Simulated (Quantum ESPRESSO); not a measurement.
## SnSe: single point with PBE

The system is SnSe, a slab with vacuum.

```
CELL_PARAMETERS angstrom
4.28533 0.00000 0.00000
0.00000 4.28533 0.00000
0.00000 0.00000 10.99069
ATOMIC_POSITIONS crystal
Sn 0.00000 0.50000 0.62777
Sn 0.50000 0.00000 0.37223
Se 0.00000 0.50000 0.38396
Se 0.50000 0.00000 0.61604
```

```yaml
Program: Quantum ESPRESSO 7.5
Task: single point
Functional: PBE
Potentials_or_basis: SG15 PBE 1.2
Cutoff: 952 eV
Density_cutoff: 3810 eV
k_mesh: 4 × 4 × 2
Occupations: fermi-dirac, width 0.05 eV
Spin: no spin polarisation
Mixing_beta: 0.5
Most_SCF_iterations: 120
SCF_threshold: 8e-10 Ry
```

```json
{
 "Largest force": "0.207 eV/Å",
 "Band gap on the k mesh": "1.60 eV, indirect (least direct gap 1.71 eV)"
}
```

Forces in eV/Å, atoms in the order of the input:
```
Sn   0.000  0.000  0.111
Sn   0.000  0.000 -0.111
Se   0.000  0.000 -0.207
Se   0.000  0.000  0.207
```

Stress tensor (GPa, compression positive):
```
0.42 0.00 0.00
0.00 0.42 0.00
0.00 0.00 0.67
```

Levels at points of the mesh, in eV from the valence-band top:
| k point | band 18 | band 19 | band 20 | band 21 | band 22 | band 23 |
| --- | --- | --- | --- | --- | --- | --- |
| (0.00, 0.00, 0.00) | -1.55 | -1.55 | -0.13 | 1.77 | 3.72 | 3.95 |
| (0.00, 0.00, -0.50) | -1.55 | -1.55 | -0.13 | 1.60 | 3.95 | 4.57 |
| (0.00, -0.50, 0.00) | -1.37 | -0.08 | -0.08 | 1.68 | 1.68 | 2.24 |
| (0.00, -0.50, -0.50) | -1.37 | -0.08 | -0.08 | 1.68 | 1.68 | 2.24 |
| (-0.50, -0.50, 0.00) | -3.05 | -1.53 | -1.53 | 3.82 | 3.82 | 4.85 |
| (-0.50, -0.50, -0.50) | -3.05 | -1.53 | -1.53 | 3.78 | 3.78 | 4.92 |

It took 27 s on 4 MPI ranks on Intel(R) Xeon(R) CPU @ 2.60GHz (Ice Lake), with other jobs on the host, peak memory 0.48 GiB a rank.

Caveat: spin-orbit coupling is left out, which moves the levels of the heavy elements.
